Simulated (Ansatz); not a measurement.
A vibration from a frozen displacement in CoSi

Computed with Ansatz 0.2.0, DFT PBE, scalar-relativistic, plane waves, PAW. Settings: plane waves to 420 eV, k-mesh 10×10×10 (Γ-centred), Gaussian smearing 0.15 eV. No spin polarisation. A magnetic state may lie lower. Energies are free energies at this smearing, counted from the undisturbed cell; pressure is positive in compression.

The starting cell (relaxed at this level):

```
Co Si
1.0
     4.43085    0.00000    0.00000
     0.00000    4.43085    0.00000
     0.00000    0.00000    4.43085
Co Si
4 4
Direct
  0.14502 0.14502 0.14502
  0.35498 0.85498 0.64502
  0.64502 0.35498 0.85498
  0.85498 0.64502 0.35498
  0.84316 0.84316 0.84316
  0.65684 0.15684 0.34316
  0.34316 0.65684 0.15684
  0.15684 0.34316 0.65684
```

Every Co atom is moved by x along the Cartesian unit vector (0.000, 0.000, 1.000); the cell and all other atoms stay fixed. The cell's volume is 86.99 Å³; the moved atoms weigh 235.733 u together and the others 112.340 u. Some rows repeat others by symmetry and weren't run.

```
  x (Å)  ΔE (meV/cell) total force on the moved atoms along the move (eV/Å) pressure (GPa)
-0.2000         652.90                                                6.7498          3.8562
-0.1750         495.92                                                5.8148          2.9386
-0.1500         361.85                                                4.9168          2.1486
-0.1000         159.12                                                3.2094          0.9427
-0.0500          39.53                                                1.5846          0.2247
 0.0000           0.00                                                0.0000         -0.0137
 0.0500          39.53                                               -1.5846          0.2247
 0.1000         159.12                                               -3.2094          0.9427
 0.1500         361.85                                               -4.9168          2.1486
 0.1750         495.92                                               -5.8148          2.9386
 0.2000         652.90                                               -6.7498          3.8562
```

What frequency belongs to this motion?

The force constant is k = −dF/dx = 31.692 eV/Å², from the parabola through x = -0.0500, 0 and 0.0500. In every cell the moved atoms swing against the rest, so the mass is μ = m₁m₂/(m₁ + m₂) = 76.082 u, and ν̃ = 521.5 cm⁻¹ × √(|k|/μ) = 337 cm⁻¹. The pattern needn't be a normal mode: ν̃² is then a weighted mean of the squared nonzero frequencies at the zone centre of this cell, so it lies between the lowest and the highest of them.

How far does the harmonic law reach?

At x = -0.200 Å, kx²/2 = 633.84 meV against the computed 652.90 meV (+3.0 %): the well is still close to harmonic there.

The pressure changes with x². What does that say about the frequency under compression?

With E = k(V)x²/2, k ∝ V^(−2γ) and x scaling with the cell as V^(1/3), P − P0 = −∂E/∂V = (2γ − 2/3) ΔE/V. At x = 0.1000 Å, V(P − P0) = 86.99 × 0.95639 / 160.2 eV = 519.26 meV and ΔE = 159.12 meV, so γ = 1/3 + V(P − P0)/(2ΔE) = 1.96. This is the Grüneisen parameter of the motion under uniform scaling of the cell: shrinking the cell evenly by 1 % in volume raises the frequency by about 1.96 %.

In a metal these slopes depend on the k mesh and the smearing.

Cost: 6 runs of about 8.5 core-minutes in all, on Intel Xeon Platinum 8259CL (Skylake/Cascade Lake) (shared hosts).

The restoring force grows slightly faster than the displacement at every step, so the well hardens gently. Its evenness is no sign of harmonicity: the twofold screw axes of the B20 structure make opposite displacements equivalent and remove the cubic term. Because each sublattice moves rigidly, all Co–Co and Si–Si distances stay fixed, and the stiffness measures the resistance of the Co–Si network, held together by mixing of Co 3d with Si 3p states. Contacts that shorten stiffen more than those that lengthen soften. This asymmetry probably underlies both the outward push of the displaced crystal and the positive Grüneisen parameter of 1.96, since uniform compression shortens the same contacts.

The positive curvature rules out an instability along this path, but not a soft mode in another pattern that mixes weakly with it. Cubic symmetry makes the harmonic force constant the same for every direction of this sublattice shift, whereas the hardening may depend on direction, which a single axis can't show.
